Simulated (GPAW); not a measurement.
**Work function of 2H-MoTe2 monolayer at several levels**

Aim: the work function of both faces of 2H-MoTe2 monolayer, and its spread over functionals and bases. Where a layer proves gapped, the work function hangs on where the smearing puts the Fermi level, and the band edges take its place.

Program: GPAW 26.7.0. Level of theory: GPAW, PAW setups; layer in a repeated cell with vacuum, relaxation of atoms and in-plane cell, in the first sound run; inputs show where later runs differ. Results are calculated unless marked as measured.

**1. The starting structure**

The cell holds 3 atoms: 2 Te and 1 Mo. Cell: a = 3.550 Å, b = 3.550 Å, c = 21.774 Å, α = 90.0°, β = 90.0°, γ = 120.0°. Vacuum lies along c.

**2. Relaxation**

The atoms are relaxed first, since the surface dipole, and with it the work function, follows the positions of the outer layers.

run.py

```python
import json
import numpy as np
from ase import Atoms
from ase.filters import FrechetCellFilter
from ase.optimize import BFGS
from gpaw import GPAW, PW

slab = Atoms(
    ['Te', 'Mo', 'Te'],
    positions=[
        [-0.00000, 2.04959, 9.00000],
        [0.00000, 0.00000, 10.88705],
        [-0.00000, 2.04959, 12.77410]],
    cell=[[3.55, 0.0, 0.0], [-1.775, 3.07439, 0.0], [0.0, 0.0, 21.7741]],
    pbc=[True, True, True])

slab.calc = GPAW(mode=PW(600), xc='PBE', kpts={'size': (9, 9, 1), 'gamma': True},
                 occupations={'name': 'fermi-dirac', 'width': 0.05}, nbands='160%',
                 convergence={'density': 1e-05}, maxiter=200,
                 symmetry={'tolerance': 1e-3}, txt='slab.txt')
result = {}
# The in-plane cell is free; stress needs a cell that repeats along all three vectors
path = []
opt = BFGS(FrechetCellFilter(slab, mask=[1, 1, 0, 0, 0, 1]), maxstep=0.2)
opt.attach(lambda: path.append((slab.get_potential_energy(), slab.positions.tolist(), slab.get_forces().tolist())))
result['relaxed'] = bool(opt.run(fmax=0.02, steps=45))
result['path'] = path
result['cell'] = slab.cell.tolist()
print('in-plane lattice', slab.cell.cellpar().round(4)[[0, 1, 5]])
energy = slab.get_potential_energy()
fermi = slab.calc.get_fermi_level()
v = slab.calc.get_electrostatic_potential().mean((0, 1)) - fermi
n = slab.calc.get_pseudo_density().mean((0, 1))
L = slab.cell[2, 2]
z = np.arange(len(v)) * L / len(v)
low, high = slab.positions[:, 2].min(), slab.positions[:, 2].max()
below, above = np.interp([low - 6.8, high + 6.8], z, v)
slopes = [np.interp(x, z, np.gradient(v, z)) for x in (low - 6.8, high + 6.8)]
eps = np.array([[slab.calc.get_eigenvalues(k, s) for k in range(len(slab.calc.get_ibz_k_points()))]
                for s in range(slab.calc.get_number_of_spins())]) - fermi
top, bottom = eps[eps < 0].max(), eps[eps > 0].min()
dipole = slab.get_dipole_moment()[2]
print(f'energy {energy:.4f} eV, Fermi level {fermi:.4f} eV, dipole {dipole:.5f} e A')
print(f'potential 6.8 A off the faces, from the Fermi level: lower {below:.4f} eV, upper {above:.4f} eV')
print(f'slope of the potential there: lower {slopes[0]:.5f}, upper {slopes[1]:.5f} eV/A')
print(f'nearest levels on the mesh: {top:.4f} and {bottom:.4f} eV')
print('magnetic moment', round(slab.get_magnetic_moment(), 3))
result.update(energy=energy, fermi=fermi, dipole=dipole, below=below, above=above, slopes=slopes, edges=[top, bottom],
              z=z.tolist(), v=v.tolist(), n=n.tolist(), positions=slab.positions.tolist(),
              forces=slab.get_forces(apply_constraint=False).tolist(), moments=slab.get_magnetic_moments().tolist())
json.dump(result, open('result.json', 'w'))
```

On the command line:

```sh
> OMP_NUM_THREADS=1 OPENBLAS_NUM_THREADS=1 python run.py
```

The log of the run:

```text
Step          Energy          fmax
BFGS:    0      -18.440344        0.979997
BFGS:    1      -18.470128        0.799364
BFGS:    2      -18.518875        0.216512
BFGS:    3      -18.520304        0.141659
BFGS:    4      -18.521476        0.094311
BFGS:    5      -18.523861        0.081099
BFGS:    6      -18.524450        0.032850
BFGS:    7      -18.524531        0.004726
in-plane lattice [  3.5469   3.5469 120.    ]
energy -18.5245 eV, Fermi level -0.2843 eV, dipole -0.00061 e A
potential 6.8 A off the faces, from the Fermi level: lower 4.3482 eV, upper 4.3482 eV
slope of the potential there: lower 0.00009, upper -0.00009 eV/A
nearest levels on the mesh: -0.5408 and 0.5380 eV
magnetic moment 0.0
```

It took 4.8 min on 1 thread of Arm Neoverse V1, shared host; peak memory 0.4 GiB.

This step gave:

```
dipole along the normal                    : -6.13e-4 e·Å
levels nearest the Fermi level on the mesh : -0.5408, 0.5380 eV from the Fermi level
```

The electrostatic potential energy of an electron (without an applied field's), less the Fermi level, planar mean by z:

z (Å), electrostatic potential energy of an electron (without an applied field's), less the Fermi level, planar mean (eV) and a bar from the least value:
```
        0        4.3 ##############################
        1        4.3 ##############################
        2        4.3 ##############################
        3        4.3 ##############################
        4        4.3 ##############################
        5        4.3 ##############################
        6        4.3 ##############################
        7        4.1 ##############################
        8        1.2 ##########################
        9      -20.4 
       10       -4.6 ###################
       11      -16.9 ####
       12       -6.4 #################
       13      -15.4 ######
       14        2.6 ############################
       15        4.2 ##############################
       16        4.3 ##############################
       17        4.3 ##############################
       18        4.3 ##############################
       19        4.3 ##############################
       20        4.3 ##############################
       21        4.3 ##############################
```

The pseudo valence density, planar mean oscillates, so the rows of the table below give means over windows of 1 Å about each position, cut where the curve ends. Its maxima inside the range that stand out by 2 % of the span (Å: e/Å³): 8.5: 0.296, 11.0: 1.26, 13.2: 0.296. Its minima: 9.1: 0.105, 12.7: 0.105.

The pseudo valence density, planar mean by z; means over each step:

```csv
z (Å),"pseudo valence density, planar mean (e/Å³)"
5,4.8e-5
6,7.4e-4
7,0.0118
8,0.142
9,0.214
10,0.421
11,0.942
12,0.347
13,0.211
14,0.0900
15,0.00639
16,3.9e-4
17,2.6e-5
```

The relaxation lowered the energy of the cell by 0.0842 eV (energies extrapolated to zero smearing; the optimiser's log prints free energies). The largest force left on a free atom is 0.0039 eV/Å.

**3. The slab's potential**

The work function is the vacuum plateau of the electrostatic potential less the Fermi level; a dipole layer lets the two faces have plateaus of their own.

This step: GPAW, PAW setups; slab in vacuum (GPAW 26.7.0).

The cell differs from the one that the last finished run ended in (c 21.774 → 21.612 Å).

run.py, as its differences from that of step 2:

```diff
@@ -3,4 +3,2 @@
 from ase import Atoms
-from ase.filters import FrechetCellFilter
-from ase.optimize import BFGS
 from gpaw import GPAW, PW
@@ -10,21 +8,14 @@
     positions=[
-        [-0.00000, 2.04959, 9.00000],
-        [0.00000, 0.00000, 10.88705],
-        [-0.00000, 2.04959, 12.77410]],
-    cell=[[3.55, 0.0, 0.0], [-1.775, 3.07439, 0.0], [0.0, 0.0, 21.7741]],
-    pbc=[True, True, True])
+        [-0.00000, 2.04778, 9.00000],
+        [0.00000, 0.00000, 10.80584],
+        [-0.00000, 2.04778, 12.61167]],
+    cell=[[3.54686, -0.0, 0.0], [-1.77343, 3.07167, 0.0], [0.0, 0.0, 21.6117]],
+    pbc=[True, True, False])
 
-slab.calc = GPAW(mode=PW(600), xc='PBE', kpts={'size': (9, 9, 1), 'gamma': True},
+slab.calc = GPAW(mode=PW(400), xc='PBE', kpts={'size': (9, 9, 1), 'gamma': True},
                  occupations={'name': 'fermi-dirac', 'width': 0.05}, nbands='160%',
                  convergence={'density': 1e-05}, maxiter=200,
+                 poissonsolver={'dipolelayer': 'xy'},
                  symmetry={'tolerance': 1e-3}, txt='slab.txt')
 result = {}
-# The in-plane cell is free; stress needs a cell that repeats along all three vectors
-path = []
-opt = BFGS(FrechetCellFilter(slab, mask=[1, 1, 0, 0, 0, 1]), maxstep=0.2)
-opt.attach(lambda: path.append((slab.get_potential_energy(), slab.positions.tolist(), slab.get_forces().tolist())))
-result['relaxed'] = bool(opt.run(fmax=0.02, steps=45))
-result['path'] = path
-result['cell'] = slab.cell.tolist()
-print('in-plane lattice', slab.cell.cellpar().round(4)[[0, 1, 5]])
 energy = slab.get_potential_energy()
```

The log of the run:

```text
energy -18.4758 eV, Fermi level -0.2528 eV, dipole -0.00094 e A
potential 6.8 A off the faces, from the Fermi level: lower 4.3451 eV, upper 4.3506 eV
slope of the potential there: lower 0.00008, upper -0.00008 eV/A
nearest levels on the mesh: -0.5407 and 0.5379 eV
magnetic moment 0.0
```

Wall time 24 s (1 thread); peak memory 0.2 GiB.

This step gave:

```yaml
dipole_along_the_normal: -9.38e-4 e·Å
levels_nearest_the_fermi_level_on_the_mesh: -0.5407, 0.5379 eV from the Fermi level
upper_work_function: 4.351 eV
lower_work_function: 4.345 eV
upper_ionisation_energy: 4.891 eV
```

The electrostatic potential energy of an electron (without an applied field's), less the Fermi level, planar mean by z:

```csv
z (Å),"electrostatic potential energy of an electron (without an applied field's), less the Fermi level, planar mean (eV)"
0,4.35
1,4.34
2,4.35
3,4.35
4,4.35
5,4.34
6,4.33
7,4.09
8,0.380
9,-20.8
10,-4.83
11,-15.7
12,-7.80
13,-12.9
14,2.97
15,4.27
16,4.35
17,4.35
18,4.35
19,4.35
20,4.35
21,4.35
```

The pseudo valence density, planar mean oscillates, so the rows of the table below give means over windows of 1 Å about each position, cut where the curve ends. Its maxima inside the range that stand out by 2 % of the span (Å: e/Å³): 8.4: 0.293, 10.8: 1.31, 13.2: 0.293. Its minima: 9.1: 0.124, 12.5: 0.124.

Table of pseudo valence density, planar mean by z; means over each step:

z (Å), pseudo valence density, planar mean (e/Å³) and a bar:
```
        5       0.00 
        6       0.00 
        7       0.02 #
        8       0.16 #####
        9       0.22 #######
       10       0.47 ###############
       11       0.90 ##############################
       12       0.33 ###########
       13       0.21 #######
       14       0.08 ###
       15       0.01 
       16       0.00 
       17       0.00
```

The layer is gapped, so the Fermi level lies somewhere inside the gap, set by smearing and numerics, and these work functions are no property of the material; the band edges below the vacuum level are. The potential is flat to 7.6e-5 eV/Å where it is read, so the vacuum is wide enough.

**4. OptPBE vdW: xc = "optPBE-vdW"**

The same geometry under optPBE-vdW, to see how far the functional moves the levels against the vacuum (the van der Waals functionals take revPBE setups).

run.py, as its differences from that of step 3:

```diff
@@ -14,3 +14,3 @@
 
-slab.calc = GPAW(mode=PW(400), xc='PBE', kpts={'size': (9, 9, 1), 'gamma': True},
+slab.calc = GPAW(mode=PW(400), xc='optPBE-vdW', kpts={'size': (9, 9, 1), 'gamma': True},
                  occupations={'name': 'fermi-dirac', 'width': 0.05}, nbands='160%',
```

The log of the run:

```text
energy -62.0194 eV, Fermi level -0.4178 eV, dipole -0.00094 e A
potential 6.8 A off the faces, from the Fermi level: lower 4.5727 eV, upper 4.5782 eV
slope of the potential there: lower 0.00007, upper -0.00007 eV/A
nearest levels on the mesh: -0.5385 and 0.5349 eV
magnetic moment 0.0
```

It took 34 s on 1 thread; peak memory 0.36 GiB.

This step gave:

* dipole along the normal: -9.35e-4 e·Å
* levels nearest the Fermi level on the mesh: -0.5385, 0.5349 eV from the Fermi level
* upper work function: 4.578 eV
* lower work function: 4.573 eV
* upper ionisation energy: 5.117 eV

Table of electrostatic potential energy of an electron (without an applied field's), less the Fermi level, planar mean by z:

```csv
z (Å),"electrostatic potential energy of an electron (without an applied field's), less the Fermi level, planar mean (eV)"
0,4.58
1,4.57
2,4.57
3,4.57
4,4.57
5,4.57
6,4.55
7,4.28
8,0.466
9,-20.8
10,-4.83
11,-15.6
12,-7.80
13,-12.8
14,3.10
15,4.47
16,4.57
17,4.58
18,4.58
19,4.58
20,4.58
21,4.58
```

Pseudo valence density, planar mean against z:

```csv
z (Å),"pseudo valence density, planar mean (e/Å³)"
0.00,0
0.65,0
1.08,0
1.73,0
2.38,0
2.81,0
3.46,0
4.11,6.9e-6
4.54,2.0e-5
5.19,1.0e-4
5.84,5.3e-4
6.27,0.00160
6.92,0.00887
7.56,0.0509
8.00,0.148
8.64,0.261
9.29,0.267
9.73,0.366
10.37,0.639
11.02,1.06
11.67,0.359
12.10,0.364
12.75,0.138
13.40,0.228
13.83,0.0884
14.48,0.0159
15.13,0.00280
15.56,9.2e-4
16.21,1.8e-4
16.86,3.1e-5
17.29,9.3e-6
17.94,3.0e-6
18.59,0
19.02,0
19.67,0
20.32,0
20.75,0
21.40,0
```

Force by atom:

```csv
atom,x (eV/Å),y (eV/Å),z (eV/Å),size
Te1,0.000,0.000,-0.306,0.306
Mo2,0.000,0.000,0.000,0.000
Te3,0.000,0.000,0.306,0.306
```

The highest filled level lies 0.538 eV under the Fermi level, so the ionisation energy from the upper face is 4.578 + 0.538 = 5.117 eV, against 4.891 eV in the base run.

**5. Self-consistent run: xc = "vdW-DF2"**

The same geometry under vdW-DF2, to see how far the functional moves the levels against the vacuum (the van der Waals functionals take revPBE setups).

run.py, as its differences from that of step 4:

```diff
@@ -14,3 +14,3 @@
 
-slab.calc = GPAW(mode=PW(400), xc='optPBE-vdW', kpts={'size': (9, 9, 1), 'gamma': True},
+slab.calc = GPAW(mode=PW(400), xc='vdW-DF2', kpts={'size': (9, 9, 1), 'gamma': True},
                  occupations={'name': 'fermi-dirac', 'width': 0.05}, nbands='160%',
```

The log of the run:

```text
energy -305.7507 eV, Fermi level -0.4627 eV, dipole -0.00094 e A
potential 6.8 A off the faces, from the Fermi level: lower 4.6988 eV, upper 4.7042 eV
slope of the potential there: lower 0.00003, upper -0.00003 eV/A
nearest levels on the mesh: -0.5397 and 0.5361 eV
magnetic moment 0.0
```

It took 34 s on 1 thread; peak memory 0.36 GiB.

Numbers from this step:

| Quantity | Value |
| --- | --- |
| levels nearest the Fermi level on the mesh | -0.5397, 0.5361 eV from the Fermi level |
| upper work function | 4.704 eV |
| lower work function | 4.699 eV |
| upper ionisation energy | 5.244 eV |

The electrostatic potential energy of an electron (without an applied field's), less the Fermi level, planar mean by z:

```csv
z (Å),"electrostatic potential energy of an electron (without an applied field's), less the Fermi level, planar mean (eV)"
0,4.70
1,4.70
2,4.70
3,4.70
4,4.70
5,4.70
6,4.67
7,4.38
8,0.451
9,-20.9
10,-5.05
11,-15.8
12,-7.99
13,-12.9
14,3.14
15,4.59
16,4.69
17,4.70
18,4.70
19,4.70
20,4.70
21,4.70
```

The highest filled level lies 0.540 eV under the Fermi level, so the ionisation energy from the upper face is 4.704 + 0.540 = 5.244 eV, against 4.891 eV in the base run.

**6. Self-consistent run: xc = "LDA"**

The same geometry under LDA, to see how far the functional moves the levels against the vacuum.

run.py, as its differences from that of step 5:

```diff
@@ -14,3 +14,3 @@
 
-slab.calc = GPAW(mode=PW(400), xc='vdW-DF2', kpts={'size': (9, 9, 1), 'gamma': True},
+slab.calc = GPAW(mode=PW(400), xc='LDA', kpts={'size': (9, 9, 1), 'gamma': True},
                  occupations={'name': 'fermi-dirac', 'width': 0.05}, nbands='160%',
```

The log of the run:

```text
energy -20.9385 eV, Fermi level -0.5394 eV, dipole -0.00095 e A
potential 6.8 A off the faces, from the Fermi level: lower 4.6207 eV, upper 4.6262 eV
slope of the potential there: lower 0.00008, upper -0.00008 eV/A
nearest levels on the mesh: -0.5392 and 0.5359 eV
magnetic moment 0.0
```

Elapsed: 23 s, on 1 thread; peak memory 0.19 GiB.

This step gave:

* dipole along the normal: -9.50e-4 e·Å
* levels nearest the Fermi level on the mesh: -0.5392, 0.5359 eV from the Fermi level
* upper work function: 4.626 eV
* lower work function: 4.621 eV
* upper ionisation energy: 5.165 eV

The highest filled level lies 0.539 eV under the Fermi level, so the ionisation energy from the upper face is 4.626 + 0.539 = 5.165 eV, against 4.891 eV in the base run.

**7. Self-consistent run: xc = "RPBE"**

The same geometry under RPBE, to see how far the functional moves the levels against the vacuum.

run.py, as its differences from that of step 6:

```diff
@@ -14,3 +14,3 @@
 
-slab.calc = GPAW(mode=PW(400), xc='LDA', kpts={'size': (9, 9, 1), 'gamma': True},
+slab.calc = GPAW(mode=PW(400), xc='RPBE', kpts={'size': (9, 9, 1), 'gamma': True},
                  occupations={'name': 'fermi-dirac', 'width': 0.05}, nbands='160%',
```

The log of the run:

```text
energy -17.2556 eV, Fermi level -0.1464 eV, dipole -0.00093 e A
potential 6.8 A off the faces, from the Fermi level: lower 4.2351 eV, upper 4.2405 eV
slope of the potential there: lower 0.00008, upper -0.00008 eV/A
nearest levels on the mesh: -0.5403 and 0.5375 eV
magnetic moment 0.0
```

The job ended after 25 s (1 thread; peak memory 0.2 GiB).

This step gave:

```yaml
dipole_along_the_normal: -9.34e-4 e·Å
levels_nearest_the_fermi_level_on_the_mesh: -0.5403, 0.5375 eV from the Fermi level
upper_work_function: 4.241 eV
lower_work_function: 4.235 eV
upper_ionisation_energy: 4.781 eV
```

The highest filled level lies 0.540 eV under the Fermi level, so the ionisation energy from the upper face is 4.241 + 0.540 = 4.781 eV, against 4.891 eV in the base run.

**8. Self-consistent run: xc = "revPBE"**

The same geometry under revPBE, to see how far the functional moves the levels against the vacuum.

run.py, as its differences from that of step 7:

```diff
@@ -14,3 +14,3 @@
 
-slab.calc = GPAW(mode=PW(400), xc='RPBE', kpts={'size': (9, 9, 1), 'gamma': True},
+slab.calc = GPAW(mode=PW(400), xc='revPBE', kpts={'size': (9, 9, 1), 'gamma': True},
                  occupations={'name': 'fermi-dirac', 'width': 0.05}, nbands='160%',
```

The log of the run:

```text
energy -17.4556 eV, Fermi level -0.1583 eV, dipole -0.00094 e A
potential 6.8 A off the faces, from the Fermi level: lower 4.2394 eV, upper 4.2449 eV
slope of the potential there: lower 0.00008, upper -0.00008 eV/A
nearest levels on the mesh: -0.5405 and 0.5376 eV
magnetic moment 0.0
```

The job ended after 25 s (1 thread; peak memory 0.2 GiB).

This step gave:

* dipole along the normal: -9.35e-4 e·Å
* levels nearest the Fermi level on the mesh: -0.5405, 0.5376 eV from the Fermi level
* upper work function: 4.245 eV
* lower work function: 4.239 eV
* upper ionisation energy: 4.785 eV

Table of electrostatic potential energy of an electron (without an applied field's), less the Fermi level, planar mean by z:

```csv
z (Å),"electrostatic potential energy of an electron (without an applied field's), less the Fermi level, planar mean (eV)"
0,4.24
1,4.24
2,4.24
3,4.24
4,4.24
5,4.24
6,4.22
7,3.99
8,0.300
9,-20.9
10,-4.89
11,-15.7
12,-7.87
13,-13.0
14,2.88
15,4.16
16,4.24
17,4.24
18,4.25
19,4.24
20,4.24
21,4.24
```

The highest filled level lies 0.541 eV under the Fermi level, so the ionisation energy from the upper face is 4.245 + 0.541 = 4.785 eV, against 4.891 eV in the base run.

**9. Real-space grid: mode = "fd"**

A real-space grid is a second complete basis, so it checks the plane-wave result.

run.py, as its differences from that of step 8:

```diff
@@ -3,3 +3,3 @@
 from ase import Atoms
-from gpaw import GPAW, PW
+from gpaw import GPAW
 
@@ -14,3 +14,3 @@
 
-slab.calc = GPAW(mode=PW(400), xc='revPBE', kpts={'size': (9, 9, 1), 'gamma': True},
+slab.calc = GPAW(mode='fd', h=0.18, xc='PBE', kpts={'size': (9, 9, 1), 'gamma': True},
                  occupations={'name': 'fermi-dirac', 'width': 0.05}, nbands='160%',
```

The log of the run:

```text
energy -18.5187 eV, Fermi level -4.3525 eV, dipole -0.00033 e A
potential 6.8 A off the faces, from the Fermi level: lower 4.3497 eV, upper 4.3552 eV
slope of the potential there: lower -0.00000, upper 0.00000 eV/A
nearest levels on the mesh: -0.5403 and 0.5374 eV
magnetic moment 0.0
```

Elapsed: 60 s, on 1 thread; peak memory 0.39 GiB.

This step gave:

- dipole along the normal: -3.28e-4 e·Å
- levels nearest the Fermi level on the mesh: -0.5403, 0.5374 eV from the Fermi level
- upper work function: 4.355 eV
- lower work function: 4.350 eV
- upper ionisation energy: 4.896 eV

(Continued in part 2 of 2.)

[Logs are printed without paths, hosts, clocks, repeated set-up lines and the standing remarks that a program may print on its own settings, such as how far it seeks lower states.]

[Hosts, paths, dates, database ids (printed as entryN), source tags and the programs' standing remarks are cut or masked in the printed files.]
